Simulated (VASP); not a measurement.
As: relaxation of cell and atoms with rev-vdW-DF2

Crystal: As.

```
As
1.0
     1.88080    1.08588    3.51406
    -1.88080    1.08588    3.51406
     0.00000   -2.17176    3.51406
As
2
Cartesian
  0.0000 0.0000 8.1597
  0.0000 0.0000 2.3825
```

```yaml
Program: VASP 6.6.1
Task: relaxation of cell and atoms
Functional: rev-vdW-DF2
Potentials_or_basis: VASP PAW PBE potentials, release 64 (As)
Cutoff: 600 eV
k_mesh: 12 × 12 × 12
Occupations: methfessel-paxton, width 0.1 eV
Spin: no spin polarisation
Further_INCAR_settings: ALGO = Normal; EDIFF = 1e-06; IBRION = 2; EDIFFG = -0.01; NSW = 90; ISIF = 3
```

```yaml
Relaxed_volume: 21.96 Å³/atom
Relaxed_cell: a = 4.118 Å, b = 4.118 Å, c = 4.118 Å, α = 55.23°, β = 55.23°, γ = 55.23°
Space_group_after_relaxing_to_0.05_Å: R-3m (No. 166)
Energy_gained_by_relaxing: 13.7 meV/atom
Ionic_steps: 10
Pressure_after_relaxing: 0.0 GPa
Band_gap_on_the_k_mesh: none (metal or under the smearing width)
```

Step by step:
```tsv
step	energy change (eV)	largest force (eV/Å)	pressure (GPa)	volume (Å³)
1	0.0000	0.5738	3.41	43.06
2	-0.0102	0.2850	-2.71	45.98
3	-0.0253	0.0664	-0.24	44.66
4	-0.0253	0.0759	-0.18	44.63
5	-0.0260	0.0501	-0.09	44.47
6	-0.0266	0.0121	0.12	44.09
7	-0.0271	0.0255	-0.03	44.08
8	-0.0272	0.0391	-0.19	44.06
9	-0.0273	0.0237	0.16	43.82
10	-0.0274	0.0014	0.02	43.92
```

Final structure:
```
CELL_PARAMETERS angstrom
1.90907 1.10220 3.47874
-1.90907 1.10220 3.47874
0.00000 -2.20440 3.47874
ATOMIC_POSITIONS crystal
As 0.77117 0.77117 0.77117
As 0.22883 0.22883 0.22883
```

Levels at points of the mesh, in eV from the Fermi level:
| k point | band 2 | band 3 | band 4 | band 5 | band 6 | band 7 | band 8 | band 9 |
| --- | --- | --- | --- | --- | --- | --- | --- | --- |
| (0.00, 0.00, 0.00) | -5.88 | -2.29 | -1.88 | -1.88 | 1.97 | 3.01 | 3.01 | 6.78 |
| (0.50, 0.00, 0.00) | -10.96 | -2.49 | -2.42 | -0.28 | -0.25 | 0.37 | 1.18 | 9.20 |
| (0.50, 0.50, 0.00) | -9.48 | -5.89 | -4.05 | -3.94 | 1.77 | 5.39 | 6.61 | 7.18 |
| (0.50, 0.50, 0.50) | -10.00 | -1.56 | -1.56 | -0.63 | 0.66 | 0.66 | 1.64 | 8.28 |

Run time: 14 min on 1 thread of Intel(R) Xeon(R) Platinum 8259CL CPU @ 2.50GHz (Skylake/Cascade Lake) (shared host), peak memory 0.52 GiB.

Caveat: the PAW data sets were made with another functional, which shifts forces and pressure a little. Zero-point motion and thermal expansion aren't in these numbers.
